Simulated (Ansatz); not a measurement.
The system is MoS2.

```
Mo S
1.0
     1.58000    0.91221    6.15000
    -1.58000    0.91221    6.15000
     0.00000   -1.82443    6.15000
Mo S
1 2
Cartesian
  0.0000 0.0000 0.0000
  0.0000 0.0000 7.6936
  0.0000 0.0000 4.6125
```

Measurements of this composition are mostly on another form, of space group No. 194.

```yaml
Program: Ansatz 0.2.0
Task: relaxation of cell and atoms
Functional: r2SCAN
Potentials_or_basis: Ansatz PAW
Cutoff: "500 eV (not typed: the program's choice for these potentials)"
k_mesh: 10 × 10 × 10
Occupations: fermi-dirac, width 0.05 eV
Spin: no spin polarisation
Hubbard_terms: Mo d U = 5 eV
```

At the start: volume 17.73 Å³/atom.

Task: Where does the relaxation end?

Result: It ends after 7 steps and the volume is 19.05 Å³/atom (+7.5 %); space group R3m (No. 160, to 0.05 Å).

Step by step:
| step | energy change (eV) | largest force (eV/Å) | volume (Å³) |
| --- | --- | --- | --- |
| 1 | 0.0000 | 0.3482 | 53.18 |
| 2 | -0.0111 | 0.3024 | 57.77 |
| 3 | -0.0282 | 0.0569 | 56.63 |
| 4 | -0.0289 | 0.0048 | 56.76 |
| 5 | -0.0290 | 0.0061 | 57.01 |
| 6 | -0.0290 | 0.0022 | 57.16 |
| 7 | -0.0299 | 0.0023 | 57.16 |

Final structure:
```yaml
crystal:
  lattice:
    - [1.59563, 0.92124, 6.48129]
    - [-1.59563, 0.92124, 6.48129]
    - [0.00000, -1.84248, 6.48129]
  atoms:
    - { symbol: Mo, position: [0.00011, 0.00011, 0.00011] }
    - { symbol: S, position: [0.41315, 0.41315, 0.41315] }
    - { symbol: S, position: [0.25374, 0.25374, 0.25374] }
```

Caveat: the plane-wave basis is chosen anew once the cell has moved, so the energies of steps on either side of that aren't comparable; the PAW data sets come from PBE, with cores solved anew for the run's functional, which leaves a small shift of forces and pressure.
